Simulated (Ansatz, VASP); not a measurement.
# Two plane-wave programs on Hf

```
Hf
1.0
     3.19670    0.00000    0.00000
    -1.59835    2.76842    0.00000
     0.00000    0.00000    5.05780
Hf
2
Cartesian
  1.5984 0.9228 3.7934
  0.0000 1.8456 1.2645
```

Alike in both runs: task band structure; functional r2SCAN; k mesh 10 × 10 × 5; occupations fermi-dirac, width 0.05 eV; no spin polarisation.

|  | VASP | Ansatz |
| --- | --- | --- |
| version | VASP 6.6.1 | Ansatz 0.2.0 |
| potentials or method | VASP PAW PBE potentials, release 64 (Hf_pv) | Ansatz PAW |
| plane-wave cutoff (eV) | 520 | 500 |
| valence electrons in the cell | 20 | 52 |

|  | VASP | Ansatz | Ansatz less VASP |
| --- | --- | --- | --- |
| gap on the k mesh at the Fermi level (eV) | none | none | - |
| pressure (GPa) | -0.8 | -0.3 | +0.54 |
| largest component of the traceless stress (GPa) | 0.65 | 0.60 | -0.055 |

A gap of «none» marks a metal or a gap that the smearing closes. With one functional, cell and mesh, what is left measures potentials, basis and numerics. The two sets of potentials don't hold the same shells in valence.

Caveats: spin-orbit coupling is left out, which moves the levels of the heavy elements; the PAW data sets were made with another functional, which shifts forces and pressure a little (VASP); the PAW data sets come from PBE, with cores solved anew for the run's functional, which leaves a small shift of forces and pressure (Ansatz).
